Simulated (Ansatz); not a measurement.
Theory: DFT PBE, scalar-relativistic, plane waves, PAW in Ansatz. Settings: cutoff 420 eV, Γ-centred meshes spaced at most about 0.3 Å⁻¹, and about 0.25 Å⁻¹ or finer for metals (2π included), Gaussian smearing. No spin polarisation.

Temperature and zero-point effects are left out.

Compare these two cells of InGa3AsP, each relaxed at this level.

A.

```
CELL_PARAMETERS angstrom
5.28212 0.00000 0.00000
-2.64106 4.57445 0.00000
0.00000 0.00000 5.33494
ATOMIC_POSITIONS crystal
In 0.00000 0.00000 0.00000
Ga 0.16903 0.33805 0.50000
Ga 0.66195 0.83097 0.50000
Ga 0.16903 0.83097 0.50000
P 0.33333 0.66667 0.00000
As 0.66667 0.33333 0.00000
```

B.

```
CELL_PARAMETERS angstrom
5.36231 0.00000 0.00000
-2.68116 4.64390 0.00000
0.00000 0.00000 8.00158
ATOMIC_POSITIONS crystal
In 0.00000 0.00000 0.00139
Ga 0.50000 0.00000 0.20230
Ga 0.00000 0.50000 0.20230
Ga 0.50000 0.50000 0.20230
P 0.00000 0.00000 0.38964
As 0.00000 0.00000 0.65496
```

Question: Which would you expect to be lower, and how large is the difference?

Answer: A is lower, by 57 meV/atom. A has space group P-6m2 (No. 187), 21.5 Å³/atom and no gap on its mesh; B has space group P6mm (No. 183), 33.2 Å³/atom and no gap. Counting As or P atoms around Ga and In (for each partner element, those within 1.25 times its shortest distance or 1.15 times the sum of covalent radii, where it is the nearest in units of that sum or under 1.3; a plus sign parts groups by distance over the sum of covalent radii; the shortest distance is added where it exceeds 1.18 times the sum of covalent radii), A has In 6, Ga 2 from 3.1 Å and B has In 1+1, Ga 2 from 3.1 Å. The denser one is the lower, and pressure would at first widen the difference. Even the lower one lies +0.37 eV/atom against the reference forms of the elements (uncorrected), so neither is stable at this level. In A, In is surrounded by 3 P at 3.05 Å, 3 As at 3.05 Å and 6 Ga at 3.08 Å; around Ga lie 4 Ga at 2.60–2.68 Å, 2 P at 3.06 Å and 2 In at 3.08 Å; P is surrounded by 3 As at 3.05 Å, 3 In at 3.05 Å and 6 Ga at 3.06 Å; around As lie 3 P at 3.05 Å and 3 In at 3.05 Å. In B, In has 1 As at 2.77 Å, 1 P at 3.11 Å and 6 Ga at 3.13 Å; Ga has 4 Ga at 2.68 Å, 2 P at 3.07 Å and 2 In at 3.13 Å; around P lie 1 As at 2.12 Å, 6 Ga at 3.07 Å and 1 In at 3.11 Å; As has 1 P at 2.12 Å and 1 In at 2.77 Å. Both come from invented guesses. The lowest form computed isn't among them: it has space group P-6m2 (No. 187), 22.3 Å³/atom and lies 259 meV/atom below the best shown.

Cells relaxed within their symmetry can be saddle points. Some structure types and database cells were kept out of the candidates from the start, so a known form may be missing.
